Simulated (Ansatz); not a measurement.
CsCl:
```
CsCl
1.0
    4.06859     0.00000     0.00000
    0.00000     4.06859     0.00000
    0.00000     0.00000     4.06859
Cs Cl
1 1
Direct
  0.00000   0.00000   0.00000
  0.50000   0.50000   0.50000
```

Relaxed with PBEsol. Special points in fractions of this cell's reciprocal vectors: Γ (0.000, 0.000, 0.000); X (0.000, 0.500, 0.000); M (0.500, 0.500, 0.000); R (0.500, 0.500, 0.500).

Q: List the band energies nearest the valence-band maximum at these points for DFT-PBEsol in the program Ansatz with PAW potentials.

A: In eV from the valence-band maximum; about four levels below and three above (degenerate sets whole), none deeper than 8.9 eV; points with the same levels are listed once.

```tsv
k	below	above
Γ	-5.75 -5.75 -5.75 0.00 0.00 0.00	5.23 5.23 5.24
X	-5.58 -5.58 -1.29 -0.28 -0.28	6.33 7.69 8.78
M	-5.47 -0.44 -0.44 -0.09	5.85 5.92 7.93 7.93
R	-6.34 -6.34 -6.34 -1.23 -1.23 -1.23	8.60 8.60 8.60
```

Space group Pm-3m (CsCl type). The PBEsol relaxation kept the symmetry of its start. Spin–orbit coupling is left out wherever it is not named.

Potentials: the earlier of the program's two PAW sets. The files were generated under PBE; for other functionals the program regenerates the frozen cores, and for LDA and PBEsol the local potential too.
